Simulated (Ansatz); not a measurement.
**V on a Si site in Si**

All numbers are calculated (PBEsol, collinear spin, no spin-orbit coupling; Ansatz, PAW set soft_2, 420 eV, k-mesh 2×2×2 shifted by half a step), not measured.

The relaxed host crystal (Kohn–Sham gap 0.46 eV over the whole zone):

```yaml
crystal:
  lattice:
    - [0.00000, 2.71692, 2.71692]
    - [2.71692, 0.00000, 2.71692]
    - [2.71692, 2.71692, 0.00000]
  atoms:
    - { symbol: Si, position: [0.25000, 0.25000, 0.25000] }
    - { symbol: Si, position: [0.00000, 0.00000, 0.00000] }
```

Supercell of 32 atoms, rows of the matrix [[1,1,-3],[1,1,1],[1,-3,1]] times the cell vectors; V on a Si site at (0.250, 0.250, 0.250) in fractions of the cell above. Atoms are relaxed at the host's cell; charged cells sit in a uniform background.

The defect was relaxed in the charges +1, 0. Distances from the V atom (Å), by shell of the perfect crystal:

| shell | perfect crystal | state A | state B |
| --- | --- | --- | --- |
| 4 Si | 2.35 | 2.42 | 2.41 |

| state | moment of the cell (μB) | moment on V (μB) | gap of the cell on the mesh (eV) | carriers |
| --- | --- | --- | --- | --- |
| A | 0.00 | 0.00 | 0.50 | in a band of the host or near its edge |
| B | 1.00 | 0.90 | 0.00 | in a band of the host or near its edge |

On this mesh the host's own supercell has a gap of 1.27 eV.

Question: Which state has which charge?

Answer: A has charge +1; B has charge 0.

At charges +1 and 0 a carrier lies in a band of the host or at its edge (levels aligned by the semicore states), so it isn't shown to be bound to the defect (semilocal functionals spread carriers too far and can miss a bound one), and no level is taken from those states.

No formation energy is given, since the neutral cell holds a carrier in a band.

Caveats: at charge +1: net starting moment lost; semilocal functionals make gaps too small, which shifts levels too; small supercell, so energies and levels can be off by tenths of an eV; the atoms kept the symmetry of the start, so a distorted state could lie lower.

Electron counting settles the assignment: vanadium brings one valence electron more than the silicon it replaces, so the neutral cell has an odd number of electrons and the positive cell an even number, matching moments of 1.00 and 0.00 μB. In a tetrahedral site, the vanadium t2 orbitals mix with the neighbours' dangling bonds, while the e orbitals stay largely nonbonding. The extra electron probably occupies such an e orbital, since 0.90 μB sits on V, more than expected for a carrier spread over a silicon band. This local spin doesn't by itself establish a bound level in the gap. A single electron in a degenerate e pair would also account for the zero gap of the neutral cell, though a partly filled host band could do the same. The V–Si distances barely change with charge, as expected if the electron added is nonbonding; both exceed the host bond length, consistent with the larger size of vanadium. Whether vanadium prefers this site to an interstitial one remains open.
